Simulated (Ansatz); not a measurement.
# Ni2Ge: properties at the relaxed cell

The task here is to estimate one member of a computed series from the others.

Method: DFT PBEsol, scalar-relativistic, plane waves, PAW, in Ansatz 0.2.0.

1 further run of the same task is left out (set aside as unsound or not needed).

## The structure to begin with

It takes space group P6_3/mmc (No. 194, hexagonal). Conventional cell: a = 3.972 Å, b = 3.972 Å, c = 5.014 Å, α = 90.00°, β = 90.00°, γ = 120.00°. Around Ni (site symmetry -6m2) lie 5 Ge at 2.29 to 2.51 Å and 6 Ni at 2.61 Å. Ni (site symmetry -3m) is surrounded by 8 Ni at 2.51 to 2.61 Å and 6 Ge at 2.61 Å. Ge (site symmetry -6m2) is surrounded by 11 Ni at 2.29 to 2.61 Å.

As a file:

```
Ni Ge
1.0
     3.97196    0.00000    0.00000
    -1.98598    3.43982    0.00000
     0.00000    0.00000    5.01406
Ni Ge
4 2
Direct
  0.66667 0.33333 0.25000
  0.33333 0.66667 0.75000
  0.00000 0.00000 0.00000
  0.00000 0.00000 0.50000
  0.66667 0.33333 0.75000
  0.33333 0.66667 0.25000
```

It goes back to an entry of the Materials Project, which need not be the stable form.

It is the result of an earlier relaxation at this level (volume 11.42 Å³/atom; gap on the mesh: none (metal)).

Set-up of the first run:

The input, input.yaml:

```yaml
crystal:
  lattice:
    - [3.9318392604, 0.0, 0.0]
    - [-1.9659196302, 3.4050726831, 0.0]
    - [0.0, 0.0, 4.9634089024]
  atoms:
    - { symbol: Ni, position: [0.6666666667, 0.3333333333, 0.25] }
    - { symbol: Ni, position: [0.3333333333, 0.6666666667, 0.75] }
    - { symbol: Ni, position: [0.0, 0.0, 0.0] }
    - { symbol: Ni, position: [0.0, 0.0, 0.5] }
    - { symbol: Ge, position: [0.6666666667, 0.3333333333, 0.75] }
    - { symbol: Ge, position: [0.3333333333, 0.6666666667, 0.25] }
basis:
  ecutwfc: 420
kpoints:
  mp_grid: { grid: [12, 12, 8] }
hamiltonian:
  xc: pbesol
scf:
  occupations: { method: gaussian, width: 0.1 }
output:
  forces: true
  stress: true
  eigenvalues: true
relax:
  adjacent_minimum: "off"
  f_tol: 0.01
  max_steps: 30
  cell: { stress_tol: 0.1, fix: [volume] }
```

Run with:

```sh
ansatz run input.yaml --threads 1 --pin off --max-ram 2560MiB --backend cpu --events-out ev --progress --plain --runs-dir out
```

Steps of the session up to this table: Volume × 0.97; The cell scaled to 1.03 of its volume; Volume × 0.94; Volume × 1.06; Volume × 0.91; Volume × 1.10; Volume × 0.88.

One table of the session follows, with a row left open; its other results are not shown here.

It belongs to the step «Equation of state». 

| volume (Å³/atom) | energy above the lowest point (meV/atom) | pressure (GPa) |
| --- | --- | --- |
| 10.048 | 131.7 | 34.93 |
| 10.390 | 69.4 | 23.78 |
| 10.733 | 28.9 | 14.43 |
| 11.075 | 6.8 | 6.59 |
| 11.418 | 0.0 | 0.01 |
| 11.760 | ? | ? |
| 12.103 | 23.1 | -10.12 |
| 12.559 | 59.4 | -15.09 |

Q: Estimate the row for volume (Å³/atom) = 11.760 from the others.

Worked estimate for «energy above the lowest point (meV/atom)». A straight line through the neighbours (11.418, 0.0) and (12.103, 23.1) gives 0.0 + (23.1 − 0.0) × (11.760 − 11.418) / (12.103 − 11.418) = 11.5; a parabola fitted to 4 rows on both sides gives 6.3.

As computed: energy above the lowest point (meV/atom): 6.1; pressure (GPa): -5.50. In «energy above the lowest point (meV/atom)» the line misses by +5.4 and the parabola by +0.2.

Limits of these values: Spin polarisation is off in the runs that give these values; a magnetic solution could lie lower.
